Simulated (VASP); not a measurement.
# GaN (F-43m) in VASP: further runs, part 2 of 2

VASP 6.6.1.

**4. Single point, PBE**

INCAR reads:

```
PREC = Accurate
ENCUT = 520
EDIFF = 1E-7
ISMEAR = 0
SIGMA = 0.02
LREAL = F
LASPH = T
NELM = 80
ALGO = Normal
ISIF = 2
LWAVE = F
LCHARG = F
GGA = PE
```

KPOINTS reads:

```
regular mesh
0
Gamma
  14 14 14
```

POSCAR reads:

```
GaN
1.0
    0.0000000000      2.2535006100      2.2535006100
    2.2535006100      0.0000000000      2.2535006100
    2.2535006100      2.2535006100      0.0000000000
Ga N
1 1
Direct
    0.0000000000      0.0000000000      0.0000000000
    0.7500000000      0.7500000000      0.7500000000
```

Potentials or basis: VASP PAW PBE potentials, release 64 (Ga_d, N).

Started as:

```console
$ cat potpaw_PBE.64/Ga_d/POTCAR potpaw_PBE.64/N/POTCAR > POTCAR
$ mpirun -np 1 vasp_std > vasp.out
```

OUTCAR:

```text
PREC = Accurate
   ENCUT = 520
   EDIFF = 1E-7
   ISMEAR = 0
   LREAL = F
   LASPH = T
   NELM = 80
   ISIF = 2
   GGA = PE

 ion  position               nearest neighbor table
   1  0.000  0.000  0.000-   2 1.95   2 1.95   2 1.95   2 1.95
   2  0.750  0.750  0.750-   1 1.95   1 1.95   1 1.95   1 1.95

  LATTYP: Found a face centered cubic cell.
 ALAT       =     4.5070012200

  Lattice vectors:

 A1 = (   0.0000000000,   2.2535006100,   2.2535006100)
 A2 = (   2.2535006100,   0.0000000000,   2.2535006100)
 A3 = (   2.2535006100,   2.2535006100,   0.0000000000)

Analysis of symmetry for initial positions (statically):
=====================================================================
 Subroutine PRICEL returns:
 Original cell was already a primitive cell.

 Routine SETGRP: Setting up the symmetry group for a
 face centered cubic supercell.

 Subroutine GETGRP returns: Found 24 space group operations
 (whereof 24 operations were pure point group operations)
 out of a pool of 48 trial point group operations.

The static configuration has the point symmetry T_d .

Analysis of symmetry for dynamics (positions and initial velocities):
[... 177 lines left out ...]
      9       5.2809      2.00000
     10       7.0055      0.00000
     11      15.5834      0.00000
     12      15.5834      0.00000
     13      15.5834      0.00000
[... 354 lines left out ...]
  band No.  band energies     occupation
      1     -10.0180      2.00000
      2      -8.0797      2.00000
      3      -8.0565      2.00000
      4      -7.9283      2.00000
      5      -7.8102      2.00000
      6      -7.6861      2.00000
      7       1.5841      2.00000
      8       4.1611      2.00000
      9       4.1937      2.00000
     10       9.9319      0.00000
     11      13.3783      0.00000
     12      15.7802      0.00000
     13      16.6718      0.00000

 [... further k-points ...]

------------------------ aborting loop because EDIFF is reached ----------------------------------------

  FORCE on cell =-STRESS in cart. coord.  units (eV):
  Direction    XX          YY          ZZ          XY          YZ          ZX
  --------------------------------------------------------------------------------------
  -------------------------------------------------------------------------------------
  Total        0.7241998      0.7241998      0.7241998      0.0000000      0.0000000      0.0000000
  in kB       50.6950983     50.6950983     50.6950983      0.0000000      0.0000000      0.0000000
  external PRESSURE =      50.6950983 kB  Pullay stress =       0.0000000 kB

 VOLUME and BASIS-vectors are now :
 -----------------------------------------------------------------------------
  energy-cutoff  :      520.00
  volume of cell :       22.89
      direct lattice vectors                 reciprocal lattice vectors
     0.000000000  2.253500610  2.253500610    -0.221877020  0.221877020  0.221877020
     2.253500610  0.000000000  2.253500610     0.221877020 -0.221877020  0.221877020
     2.253500610  2.253500610  0.000000000     0.221877020  0.221877020 -0.221877020

 POSITION                                       TOTAL-FORCE (eV/Angst)
 -----------------------------------------------------------------------------------
      0.00000      0.00000      0.00000         0.000000      0.000000      0.000000
      3.38025      3.38025      3.38025        -0.000000     -0.000000     -0.000000
 -----------------------------------------------------------------------------------
    total drift:                               -0.000002     -0.000002     -0.000002

  FREE ENERGIE OF THE ION-ELECTRON SYSTEM (eV)
  ---------------------------------------------------
  free  energy   TOTEN  =       -12.1432685488 eV

  energy  without entropy=      -12.1432685488  energy(sigma->0) =      -12.14326855
```

OSZICAR:

```text
N       E                     dE             d eps       ncg     rms          rms(c)
DAV:   1     0.891755135203E+02    0.89176E+02   -0.98564E+03  2879   0.249E+03
DAV:   2    -0.692332210097E+01   -0.96099E+02   -0.90011E+02  3084   0.360E+02
DAV:   3    -0.140254464506E+02   -0.71021E+01   -0.70590E+01  3034   0.891E+01
DAV:   4    -0.141418936993E+02   -0.11645E+00   -0.11635E+00  3179   0.123E+01
DAV:   5    -0.141437411914E+02   -0.18475E-02   -0.18475E-02  2990   0.139E+00    0.772E+00
DAV:   6    -0.121384430360E+02    0.20053E+01   -0.59514E+00  4136   0.488E+01    0.266E+00
DAV:   7    -0.121507127581E+02   -0.12270E-01   -0.36114E-01  2719   0.811E+00    0.177E+00
DAV:   8    -0.121481276543E+02    0.25851E-02   -0.69560E-02  3100   0.448E+00    0.794E-01
DAV:   9    -0.121430266703E+02    0.51010E-02   -0.22001E-02  4057   0.382E+00    0.188E-01
DAV:  10    -0.121433494544E+02   -0.32278E-03   -0.19521E-03  3131   0.732E-01    0.743E-02
DAV:  11    -0.121432627170E+02    0.86737E-04   -0.36972E-04  3978   0.344E-01    0.158E-02
DAV:  12    -0.121432688135E+02   -0.60965E-05   -0.32445E-05  2929   0.761E-02    0.950E-03
DAV:  13    -0.121432686035E+02    0.21000E-06   -0.17838E-06  3195   0.129E-02    0.267E-03
DAV:  14    -0.121432685488E+02    0.54682E-07   -0.11450E-07  2091   0.337E-03
   1 F= -.12143269E+02 E0= -.12143269E+02  d E =-.182593E-21
```

stdout:

```text
POSCAR found type information on POSCAR GaN
 POSCAR found :  2 types and       2 ions
 scaLAPACK will be used
 LDA part: xc-table for (Slater+PW92), standard interpolation
 POSCAR, INCAR and KPOINTS ok, starting setup
 FFT: planning ... GRIDC
 FFT: planning ... GRID_SOFT
 FFT: planning ... GRID
 WAVECAR not read
 entering main loop
```

Wall time 17 s (1 thread of Intel Xeon Platinum 8488C (Sapphire Rapids), shared host); peak memory 0.16 GiB.

Results:

| Property | Result |
| --- | --- |
| Free energy | -12.1433 eV |
| Pressure | 5.1 GPa |
| Band gap on the k mesh | 1.72 eV, direct |

Levels at points of the mesh, in eV from the valence-band top:
| k point | band 6 | band 7 | band 8 | band 9 | band 10 | band 11 | band 12 | band 13 |
| --- | --- | --- | --- | --- | --- | --- | --- | --- |
| (0.00, 0.00, 0.00) | -13.12 | 0.00 | 0.00 | 0.00 | 1.72 | 10.30 | 10.30 | 10.30 |
| (0.50, 0.00, 0.00) | -11.88 | -7.04 | -0.97 | -0.97 | 4.64 | 8.73 | 10.37 | 10.37 |
| (0.50, 0.50, 0.00) | -11.45 | -6.12 | -2.70 | -2.70 | 3.35 | 6.66 | 11.71 | 13.96 |

**5. Overview**

```tsv
k mesh	gap on the mesh (eV)	pressure (GPa)
8 × 8 × 8	1.72	5.1
10 × 10 × 10	1.72	5.1
14 × 14 × 14	1.72	5.1
```

Alike in all rows: task single point; level PBE; potentials or basis VASP PAW PBE potentials, release 64 (Ga_d, N); no spin polarisation; cell as given; cutoff (eV) 520; smearing gaussian 0.02 eV.

On the cell as given the gap runs from 1.72 eV (PBE) to 1.72 eV (PBE); the meshes differ, which moves gaps too.

Absolute energies hang on the potentials; compare differences alone.

**6. Against experiment**

Step 2. A measured gap of GaN is 3.299 eV (direct; 0 K; a printed reference work, textbook); the calculated 1.72 eV misses it by -1.57 eV. Spin-orbit coupling on Ga is left out. The value is that of PBE, without temperature or zero-point motion. Semilocal functionals fall short of measured gaps as a rule. The cell is a database's relaxed one, not the measured one, which moves gaps too.

Step 3. Against the measured gap of GaN, 3.299 eV (direct; 0 K; a printed reference work, textbook), the calculated 1.72 eV is off by -1.57 eV. Spin-orbit coupling on Ga is left out. The value is that of PBE, without temperature or zero-point motion. Semilocal functionals fall short of measured gaps as a rule. The cell is a database's relaxed one, not the measured one, which moves gaps too.

Step 4. Against the measured gap of GaN, 3.299 eV (direct; 0 K; a printed reference work, textbook), the calculated 1.72 eV is off by -1.57 eV. Spin-orbit coupling on Ga is left out. The value is that of PBE, without temperature or zero-point motion. Semilocal functionals fall short of measured gaps as a rule. The cell is a database's relaxed one, not the measured one, which moves gaps too.
